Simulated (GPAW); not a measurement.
# S/Pd(100) in an electric field

Aim: the dipole that a field along the normal induces in S/Pd(100).

Program: GPAW 26.7.0. Level of theory: GPAW, PAW setups; slab in vacuum, relaxation, in the first sound run; inputs show where later runs differ. Results are calculated unless marked as measured.

Most raw output is cut from this account.

## 1. The structure

The cell holds 5 atoms: 4 Pd and 1 S. Its edges and angles: a = 2.751 Å, b = 2.751 Å, c = 21.503 Å, α = 90.0°, β = 90.0°, γ = 90.0°. Vacuum lies along c.

## 2. Relaxing the atoms

Forces are removed first; all later runs use this geometry. The lowest 2 atoms are held at bulk positions and keep their forces.

run.py reads:

```python
import json
import numpy as np
from ase import Atoms
from ase.constraints import FixAtoms
from ase.optimize import BFGS
from gpaw import GPAW, PW

slab = Atoms(
    ['Pd', 'Pd', 'Pd', 'Pd', 'S'],
    positions=[
        [1.37532, 1.37532, 7.00000],
        [0.00000, 0.00000, 8.94500],
        [1.37532, 1.37532, 10.89000],
        [0.00000, 0.00000, 12.83500],
        [1.37532, 1.37532, 14.50258]],
    cell=[[2.75065, 0.0, 0.0], [0.0, 2.75065, 0.0], [0.0, 0.0, 21.50258]],
    pbc=[True, True, False])

slab.calc = GPAW(mode=PW(400), xc='PBE', kpts={'size': (11, 11, 1), 'gamma': True},
                 occupations={'name': 'fermi-dirac', 'width': 0.1}, nbands='160%',
                 convergence={'density': 1e-05}, maxiter=200,
                 poissonsolver={'dipolelayer': 'xy'},
                 symmetry={'tolerance': 1e-3, 'extra_ids': [1, 1, 0, 0, 0]}, txt='slab.txt')
result = {}
slab.set_constraint(FixAtoms([0, 1]))
path = []
opt = BFGS(slab, maxstep=0.2)
opt.attach(lambda: path.append((slab.get_potential_energy(), slab.positions.tolist(), slab.get_forces().tolist())))
result['relaxed'] = bool(opt.run(fmax=0.03, steps=40))
result['path'] = path
energy = slab.get_potential_energy()
fermi = slab.calc.get_fermi_level()
v = slab.calc.get_electrostatic_potential().mean((0, 1)) - fermi
n = slab.calc.get_pseudo_density().mean((0, 1))
L = slab.cell[2, 2]
z = np.arange(len(v)) * L / len(v)
low, high = slab.positions[:, 2].min(), slab.positions[:, 2].max()
below, above = np.interp([low - 4.8, high + 4.8], z, v)
slopes = [np.interp(x, z, np.gradient(v, z)) for x in (low - 4.8, high + 4.8)]
eps = np.array([[slab.calc.get_eigenvalues(k, s) for k in range(len(slab.calc.get_ibz_k_points()))]
                for s in range(slab.calc.get_number_of_spins())]) - fermi
top, bottom = eps[eps < 0].max(), eps[eps > 0].min()
dipole = slab.get_dipole_moment()[2]
print(f'energy {energy:.4f} eV, Fermi level {fermi:.4f} eV, dipole {dipole:.5f} e A')
print(f'potential 4.8 A off the faces, from the Fermi level: lower {below:.4f} eV, upper {above:.4f} eV')
print(f'slope of the potential there: lower {slopes[0]:.5f}, upper {slopes[1]:.5f} eV/A')
print(f'nearest levels on the mesh: {top:.4f} and {bottom:.4f} eV')
print('magnetic moment', round(slab.get_magnetic_moment(), 3))
result.update(energy=energy, fermi=fermi, dipole=dipole, below=below, above=above, slopes=slopes, edges=[top, bottom],
              z=z.tolist(), v=v.tolist(), n=n.tolist(), positions=slab.positions.tolist(),
              forces=slab.get_forces(apply_constraint=False).tolist(), moments=slab.get_magnetic_moments().tolist())
json.dump(result, open('result.json', 'w'))
```

Launch:

```sh
> OMP_NUM_THREADS=1 OPENBLAS_NUM_THREADS=1 python run.py
```

The job ended after 23 min (1 thread of Arm Neoverse V1, shared host; peak memory 0.23 GiB).

Relaxation path:

```
step  energy less that of the first step (eV)  largest force (eV/Å)
   1                                   0.0000                0.7263
   2                                  -0.0078                0.6256
   3                                  -0.0278                0.2150
   4                                  -0.0291                0.2170
   5                                  -0.0394                0.3055
   6                                  -0.0446                0.3004
   7                                  -0.0495                0.2233
   8                                  -0.0510                0.2026
   9                                  -0.0533                0.1922
  10                                  -0.0547                0.1174
  11                                  -0.0551                0.0322
  12                                  -0.0552                0.0092
```

The atoms that moved most (Å):

```
atom     dx     dy     dz  length
 Pd4  0.000  0.000  0.210   0.210
  S5  0.000  0.000  0.156   0.156
 Pd3  0.000  0.000  0.079   0.079
```

The relaxed structure:

```
Pd S
1.0
     2.75065    0.00000    0.00000
     0.00000    2.75065    0.00000
     0.00000    0.00000   21.50258
Pd S
4 1
Cartesian
  1.3753 1.3753 7.0000
  0.0000 0.0000 8.9450
  1.3753 1.3753 10.9685
  0.0000 0.0000 13.0455
  1.3753 1.3753 14.6590
```

This step gave:

```
dipole along the normal                    : 7.64e-4 e·Å
levels nearest the Fermi level on the mesh : -0.01456, 0.003078 eV from the Fermi level
upper work function                        : 5.051 eV
lower work function                        : 5.077 eV
```

The electrostatic potential energy of an electron (without an applied field's), less the Fermi level, planar mean oscillates, so the rows of the table below give means over windows of 2.04 Å about each position, cut where the curve ends. Its maxima inside the range that stand out by 2 % of the span (Å: eV): 8.0: -1.02, 10.0: -0.545, 12.0: -0.338, 13.9: -5.30. Its minima: 7.0: -19.3, 8.9: -19.4, 11.0: -19.5, 13.0: -20.2, 14.6: -23.1.

Table of electrostatic potential energy of an electron (without an applied field's), less the Fermi level, planar mean by z; means over each step:

```
z (Å)  electrostatic potential energy of an electron (without an applied field's), less the Fermi level, planar mean (eV)
 1.02                                                                                                                5.08
 3.06                                                                                                                5.07
 5.10                                                                                                                4.26
 7.14                                                                                                               -8.71
 9.18                                                                                                               -8.91
11.22                                                                                                               -8.82
13.26                                                                                                               -11.2
15.30                                                                                                               -6.32
17.34                                                                                                                5.00
19.38                                                                                                                5.05
```

The pseudo valence density, planar mean oscillates, so the rows of the table below give means over windows of 1.94 Å about each position, cut where the curve ends. Its maxima inside the range that stand out by 2 % of the span (Å: e/Å³): 7.1: 2.28, 9.0: 2.31, 11.0: 2.41, 13.1: 2.36. Its minima: 8.0: 0.354, 9.9: 0.318, 12.0: 0.294.

Table of pseudo valence density, planar mean by z; means over each step:

z (Å), pseudo valence density, planar mean (e/Å³) and a bar:
```
     2.91       0.00 
     4.85       0.02 
     6.79       1.03 #############################
     8.73       1.08 ##############################
    10.67       1.07 ##############################
    12.61       1.06 #############################
    14.55       0.47 #############
    16.49       0.04 #
    18.43       0.00
```

The relaxation lowered the energy of the cell by 0.0552 eV (energies extrapolated to zero smearing; the optimiser's log prints free energies). The largest force left on a free atom is 0.0092 eV/Å.

## 3. Plane waves, PBE

With the geometry fixed, the planar mean of the potential gives the vacuum level on each side.

This step: GPAW, PAW setups; slab in vacuum (GPAW 26.7.0).

Changes to run.py since step 2:

```diff
@@ -3,4 +3,2 @@
 from ase import Atoms
-from ase.constraints import FixAtoms
-from ase.optimize import BFGS
 from gpaw import GPAW, PW
@@ -12,5 +10,5 @@
         [0.00000, 0.00000, 8.94500],
-        [1.37532, 1.37532, 10.89000],
-        [0.00000, 0.00000, 12.83500],
-        [1.37532, 1.37532, 14.50258]],
+        [1.37532, 1.37532, 10.96855],
+        [-0.00000, 0.00000, 13.04547],
+        [1.37532, 1.37532, 14.65899]],
     cell=[[2.75065, 0.0, 0.0], [0.0, 2.75065, 0.0], [0.0, 0.0, 21.50258]],
@@ -22,10 +20,4 @@
                  poissonsolver={'dipolelayer': 'xy'},
-                 symmetry={'tolerance': 1e-3, 'extra_ids': [1, 1, 0, 0, 0]}, txt='slab.txt')
+                 symmetry={'tolerance': 1e-3}, txt='slab.txt')
 result = {}
-slab.set_constraint(FixAtoms([0, 1]))
-path = []
-opt = BFGS(slab, maxstep=0.2)
-opt.attach(lambda: path.append((slab.get_potential_energy(), slab.positions.tolist(), slab.get_forces().tolist())))
-result['relaxed'] = bool(opt.run(fmax=0.03, steps=40))
-result['path'] = path
 energy = slab.get_potential_energy()
```

Wall time 4 min (1 thread); peak memory 0.23 GiB.

Numbers from this step:

```
dipole along the normal                    : 0.001060 e·Å
levels nearest the Fermi level on the mesh : -0.01455, 0.003068 eV from the Fermi level
```

The electrostatic potential energy of an electron (without an applied field's), less the Fermi level, planar mean by z:

z (Å), electrostatic potential energy of an electron (without an applied field's), less the Fermi level, planar mean (eV) and a bar from the least value:
```
      0.0        5.1 ##############################
      0.5        5.1 ##############################
      1.0        5.1 ##############################
      1.5        5.1 ##############################
      2.0        5.1 ##############################
      2.5        5.1 ##############################
      3.0        5.1 ##############################
      3.5        5.1 ##############################
      4.0        5.1 ##############################
      4.5        5.0 ##############################
      5.0        4.9 ##############################
      5.5        4.3 #############################
      6.0        1.8 ##########################
      6.5       -7.7 ###############
      7.0      -19.2 #
      7.5       -8.0 ###############
      8.0       -1.1 #######################
      8.5       -9.8 #############
      9.0      -19.1 ##
      9.5       -6.6 ################
     10.0       -0.6 #######################
     10.5       -9.0 #############
     11.0      -19.2 #
     11.5       -7.2 ################
     12.0       -0.4 ########################
     12.5       -7.3 ###############
     13.0      -20.1 
     13.5      -11.1 ###########
     14.0       -6.0 #################
     14.5      -20.4 
     15.0      -12.4 #########
     15.5        0.9 #########################
     16.0        4.2 #############################
     16.5        4.9 ##############################
     17.0        5.0 ##############################
     17.5        5.0 ##############################
     18.0        5.0 ##############################
     18.5        5.1 ##############################
     19.0        5.1 ##############################
     19.5        5.1 ##############################
     20.0        5.1 ##############################
     20.5        5.1 ##############################
     21.0        5.1 ##############################
```

The pseudo valence density, planar mean oscillates, so the rows of the table below give means over windows of 1.94 Å about each position, cut where the curve ends. Its maxima inside the range that stand out by 2 % of the span (Å: e/Å³): 7.1: 2.28, 9.0: 2.31, 11.0: 2.41, 13.1: 2.36. Its minima: 8.0: 0.354, 9.9: 0.318, 12.0: 0.294.

Pseudo valence density, planar mean against z; means over each step:

```
z (Å)  pseudo valence density, planar mean (e/Å³)
 2.91                                      8.8e-5
 4.85                                      0.0162
 6.79                                        1.03
 8.73                                        1.08
10.67                                        1.07
12.61                                        1.06
14.55                                       0.469
16.49                                      0.0364
18.43                                      8.8e-5
```

Force by atom:

```
atom  x (eV/Å)  y (eV/Å)  z (eV/Å)   size
 Pd1     0.000     0.000    -0.186  0.186
 Pd2     0.000     0.000     0.186  0.186
 Pd3     0.000     0.000    -0.002  0.002
 Pd4     0.000     0.000     0.008  0.008
  S5     0.000     0.000    -0.007  0.007
```

The potential is flat to 4.0e-4 eV/Å where it is read, so the vacuum is wide enough.

## 4. In a field

A uniform field along the normal polarises the slab; the atoms stay fixed, so this is the electronic response alone.

Changes to run.py since step 3:

```diff
@@ -4,2 +4,3 @@
 from gpaw import GPAW, PW
+from gpaw.external import ConstantElectricField
 
@@ -20,2 +21,3 @@
                  poissonsolver={'dipolelayer': 'xy'},
+                 external=ConstantElectricField(-0.2, [0, 0, 1]),
                  symmetry={'tolerance': 1e-3}, txt='slab.txt')
```

Wall time 6.9 min (1 thread); peak memory 0.39 GiB.

Numbers from this step:

```yaml
dipole_along_the_normal: -0.08540 e·Å
levels_nearest_the_fermi_level_on_the_mesh: -0.01525, 0.002427 eV from the Fermi level
potential_below_the_slab_the_applied_field_s_own_ramp_left_out: 4.020 eV from the Fermi level
potential_above_the_slab_the_applied_field_s_own_ramp_left_out: 6.063 eV from the Fermi level
```

The electrostatic potential energy of an electron (without an applied field's), less the Fermi level, planar mean oscillates, so the rows of the table below give means over windows of 2.04 Å about each position, cut where the curve ends. Its maxima inside the range that stand out by 2 % of the span (Å: eV): 8.0: -1.58, 10.0: -0.696, 12.0: -0.0800, 13.9: -4.68, 20.4: 6.06. Its minima: 7.0: -20.0, 8.9: -19.8, 11.0: -19.4, 13.0: -19.7, 14.6: -22.3.

Electrostatic potential energy of an electron (without an applied field's), less the Fermi level, planar mean against z; means over each step:

```
z (Å)  electrostatic potential energy of an electron (without an applied field's), less the Fermi level, planar mean (eV)
 1.02                                                                                                                4.11
 3.06                                                                                                                4.02
 5.10                                                                                                                3.24
 7.14                                                                                                               -9.43
 9.18                                                                                                               -9.22
11.22                                                                                                               -8.73
13.26                                                                                                               -10.7
15.30                                                                                                               -5.44
17.34                                                                                                                6.01
19.38                                                                                                                6.06
```

Force by atom:

```
atom  x (eV/Å)  y (eV/Å)  z (eV/Å)   size
 Pd1     0.000     0.000    -0.186  0.186
 Pd2     0.000     0.000     0.186  0.186
 Pd3     0.000     0.000    -0.004  0.004
 Pd4     0.000     0.000     0.000  0.000
  S5     0.000     0.000     0.003  0.003
```

The dipole is now -0.0854 e Å, against 0.0011 in the run without a field.

## 5. Field on

Changes to run.py since step 4:

```diff
@@ -21,3 +21,3 @@
                  poissonsolver={'dipolelayer': 'xy'},
-                 external=ConstantElectricField(-0.2, [0, 0, 1]),
+                 external=ConstantElectricField(-0.1, [0, 0, 1]),
                  symmetry={'tolerance': 1e-3}, txt='slab.txt')
```

Run time: 7.1 min. Hardware: 1 thread; peak memory 0.39 GiB.

This step gave:

- dipole along the normal: -0.04219 e·Å
- levels nearest the Fermi level on the mesh: -0.01491, 0.002740 eV from the Fermi level
- potential below the slab, the applied field's own ramp left out: 4.547 eV from the Fermi level
- potential above the slab, the applied field's own ramp left out: 5.557 eV from the Fermi level

The electrostatic potential energy of an electron (without an applied field's), less the Fermi level, planar mean oscillates, so the rows of the table below give means over windows of 2.04 Å about each position, cut where the curve ends. Its maxima inside the range that stand out by 2 % of the span (Å: eV): 8.0: -1.30, 10.0: -0.621, 12.0: -0.209, 13.9: -4.99. Its minima: 7.0: -19.7, 8.9: -19.6, 11.0: -19.4, 13.0: -19.9, 14.6: -22.7.

Electrostatic potential energy of an electron (without an applied field's), less the Fermi level, planar mean against z; means over each step:

```
z (Å)  electrostatic potential energy of an electron (without an applied field's), less the Fermi level, planar mean (eV)
 1.02                                                                                                                4.59
 3.06                                                                                                                4.54
 5.10                                                                                                                3.75
 7.14                                                                                                               -9.07
 9.18                                                                                                               -9.07
11.22                                                                                                               -8.78
13.26                                                                                                               -10.9
15.30                                                                                                               -5.88
17.34                                                                                                                5.50
19.38                                                                                                                5.56
```

Force by atom:

```
atom  x (eV/Å)  y (eV/Å)  z (eV/Å)   size
 Pd1     0.000     0.000    -0.186  0.186
 Pd2     0.000     0.000     0.187  0.187
 Pd3     0.000     0.000    -0.001  0.001
 Pd4     0.000     0.000     0.006  0.006
  S5     0.000     0.000    -0.008  0.008
```

The dipole is now -0.0422 e Å, against 0.0011 in the run without a field.

## 6. In a field

Changes to run.py since step 5:

```diff
@@ -21,3 +21,3 @@
                  poissonsolver={'dipolelayer': 'xy'},
-                 external=ConstantElectricField(-0.1, [0, 0, 1]),
+                 external=ConstantElectricField(-0.05, [0, 0, 1]),
                  symmetry={'tolerance': 1e-3}, txt='slab.txt')
```

Run time: 9.3 min. Hardware: 1 thread; peak memory 0.39 GiB.

The electrostatic potential energy of an electron (without an applied field's), less the Fermi level, planar mean oscillates, so the rows of the table below give means over windows of 2.04 Å about each position, cut where the curve ends. Its maxima inside the range that stand out by 2 % of the span (Å: eV): 8.0: -1.16, 10.0: -0.583, 12.0: -0.273, 13.9: -5.15. Its minima: 7.0: -19.5, 8.9: -19.5, 11.0: -19.5, 13.0: -20.1, 14.6: -22.9.

Electrostatic potential energy of an electron (without an applied field's), less the Fermi level, planar mean against z; means over each step:

```
z (Å)  electrostatic potential energy of an electron (without an applied field's), less the Fermi level, planar mean (eV)
 1.02                                                                                                                4.84
 3.06                                                                                                                4.81
 5.10                                                                                                                4.01
 7.14                                                                                                               -8.89
 9.18                                                                                                               -8.99
11.22                                                                                                               -8.80
13.26                                                                                                               -11.0
15.30                                                                                                               -6.10
17.34                                                                                                                5.25
19.38                                                                                                                5.30
```

## 7. In a field

Changes to run.py since step 6:

```diff
@@ -21,3 +21,3 @@
                  poissonsolver={'dipolelayer': 'xy'},
-                 external=ConstantElectricField(-0.05, [0, 0, 1]),
+                 external=ConstantElectricField(0.05, [0, 0, 1]),
                  symmetry={'tolerance': 1e-3}, txt='slab.txt')
```

The job ended after 9.3 min (1 thread; peak memory 0.39 GiB).

[end of part 1 of 2]

[Logs are printed without paths, hosts, clocks, repeated set-up lines and the standing remarks that a program may print on its own settings, such as how far it seeks lower states.]

[Hosts, paths, dates, database ids (printed as entryN), source tags and the programs' standing remarks are cut or masked in the printed files.]
